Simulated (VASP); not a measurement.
Method: PBE GGA, VASP's PBE PAW potentials (set 64) (plane waves; VASP 6.6.1).

The input files of a VASP run:

POSCAR:
```
InCuS2
6.9230640
 -0.4061519582   0.4061519582   0.8185848058
  0.4061519582  -0.4061519582   0.8185848058
  0.4061519582   0.4061519582  -0.8185848058
In Cu S
2 2 4
direct
  0.5000000000   0.5000000000   0.0000000000
  0.2500000000   0.7500000000   0.5000000000
  0.7500000000   0.2500000000   0.5000000000
  0.0000000000   0.0000000000   0.0000000000
  0.8750000000   0.9038000000   0.5288000000
  0.0962000000   0.6250000000   0.9712000000
  0.3750000000   0.3462000000   0.4712000000
  0.6538000000   0.1250000000   0.0288000000
```

INCAR:
```
SYSTEM = InCuS2
PREC = Accurate
ENCUT = 300
EDIFF = 1E-6
NELM = 100
ALGO = Normal
LREAL = .FALSE.
LASPH = .TRUE.
ISMEAR = 0
SIGMA = 0.136
GGA = PE
LMAXMIX = 4
LWAVE = .FALSE.
LCHARG = .FALSE.
ISIF = 2
```

KPOINTS:
```
Automatic mesh
0
Gamma
4 4 4
0 0 0
```

POTCAR, in this order: In_d Cu S (PBE.64 set). Program: vasp_std.

What VASP printed:

**OUTCAR**
```
 ion  position               nearest neighbor table
   1  0.500  0.500  0.000-   5 2.54   8 2.54   7 2.54   6 2.54   2 3.99   2 3.99   2 3.99   2 3.99
  LATTYP: Found a body centered tetragonal cell.
 ALAT       =     5.6236320000
 C/A-ratio  =     2.0154643832
 Subroutine PRICEL returns:
 Original cell was already a primitive cell.
 Subroutine GETGRP returns: Found  8 space group operations
The static configuration has the point symmetry S_4 .
 The point group associated with its full space group is D_2d.
The dynamic configuration has the point symmetry S_4 .
 Subroutine INISYM returns: Found  8 space group operations
 Subroutine IBZKPT returns following result:
 Found     13 irreducible k-points:

 Following reciprocal coordinates:
            Coordinates               Weight
  0.000000  0.000000  0.000000      1.000000
  0.250000 -0.000000  0.000000      8.000000
  0.500000 -0.000000  0.000000      4.000000
  0.250000  0.250000  0.000000      8.000000
  0.500000  0.250000  0.000000     16.000000
 -0.250000  0.250000  0.000000      4.000000
  0.500000  0.500000  0.000000      2.000000
  0.250000  0.250000  0.250000      2.000000
...
```

### OSZICAR
```
       N       E                     dE             d eps       ncg     rms          rms(c)
DAV:   1     0.614581851600E+03    0.61458E+03   -0.23076E+04  1118   0.133E+03
DAV:   2     0.577772848568E+02   -0.55680E+03   -0.54281E+03  1130   0.387E+02
DAV:   3    -0.299008337721E+02   -0.87678E+02   -0.86231E+02  1551   0.177E+02
DAV:   4    -0.352513964267E+02   -0.53506E+01   -0.52998E+01  1652   0.451E+01
DAV:   5    -0.354089578575E+02   -0.15756E+00   -0.15735E+00  1740   0.818E+00    0.165E+01
DAV:   6    -0.349990270224E+02    0.40993E+00   -0.40299E+01  1574   0.901E+01    0.114E+01
DAV:   7    -0.327791453700E+02    0.22199E+01   -0.10757E+01  1513   0.753E+01    0.696E+00
DAV:   8    -0.330981390778E+02   -0.31899E+00   -0.44173E+00  1713   0.188E+01    0.408E+00
DAV:   9    -0.329651939998E+02    0.13295E+00   -0.15208E+00  1539   0.189E+01    0.122E+00
DAV:  10    -0.329636441746E+02    0.15498E-02   -0.21907E-01  1556   0.887E+00    0.645E-01
DAV:  11    -0.329598622473E+02    0.37819E-02   -0.49704E-02  1628   0.365E+00    0.233E-01
DAV:  12    -0.329601778212E+02   -0.31557E-03   -0.56583E-03  1708   0.698E-01    0.119E-01
DAV:  13    -0.329602189258E+02   -0.41105E-04   -0.32562E-04  1580   0.106E-01    0.120E-01
DAV:  14    -0.329602318612E+02   -0.12935E-04   -0.26120E-04  1521   0.256E-01    0.197E-02
DAV:  15    -0.329602470588E+02   -0.15198E-04   -0.96452E-05  1564   0.841E-02    0.332E-02
DAV:  16    -0.329602469670E+02    0.91763E-07   -0.59323E-06  1297   0.155E-02
   1 F= -.32960247E+02 E0= -.32957940E+02  d E =-.461460E-02
```

File OUTCAR:
```
------------------------ aborting loop because EDIFF is reached ----------------------------------------
  FORCE on cell =-STRESS in cart. coord.  units (eV):
  Direction    XX          YY          ZZ          XY          YZ          ZX
  --------------------------------------------------------------------------------------
  Total       -2.6803338     -2.6803338     -2.6892349      0.0000000      0.0000000      0.0000000
  in kB      -23.9609290    -23.9609290    -24.0405011      0.0000000      0.0000000      0.0000000
  external PRESSURE =     -23.9874530 kB  Pullay stress =       0.0000000 kB
  volume of cell :      179.22
      direct lattice vectors                 reciprocal lattice vectors
    -2.811816000  2.811816000  5.667115000     0.000000000  0.177821024  0.088228314
     2.811816000 -2.811816000  5.667115000     0.177821024  0.000000000  0.088228314
     2.811816000  2.811816000 -5.667115000     0.177821024  0.177821024  0.000000000
 POSITION                                       TOTAL-FORCE (eV/Angst)
 -----------------------------------------------------------------------------------
      0.00000      0.00000      5.66711         0.000000     -0.000000     -0.000000
      2.81182      0.00000      2.83356         0.000000      0.000000      0.000000
      0.00000      2.81182      2.83356         0.000000      0.000000     -0.000000
      0.00000      0.00000      0.00000        -0.000000     -0.000000     -0.000000
      1.56787      1.40591      7.08389        -0.020723     -0.000000      0.000000
      4.21772      1.24395     -1.41678         0.000000      0.020723     -0.000000
      1.24395      1.40591      1.41678         0.020723      0.000000     -0.000000
     -1.40591      1.56787      4.25034        -0.000000     -0.020723      0.000000
 -----------------------------------------------------------------------------------
    total drift:                               -0.000064     -0.000064     -0.000041
  FREE ENERGIE OF THE ION-ELECTRON SYSTEM (eV)
  ---------------------------------------------------
  free  energy   TOTEN  =       -32.9602469670 eV

  energy  without entropy=      -32.9556323647  energy(sigma->0) =      -32.95793967
```
(Selected blocks of OUTCAR.)

At this cut-off the stress carries a Pulay error, which pulls relaxed volumes low.

The structure comes from a computed database's InCuS2 entry; how it stands against other phases isn't given here. The cell was not relaxed at this level. The k-mesh is coarse (spacing up to 0.40 per Å, 2π included), so the numbers may not be converged in it.
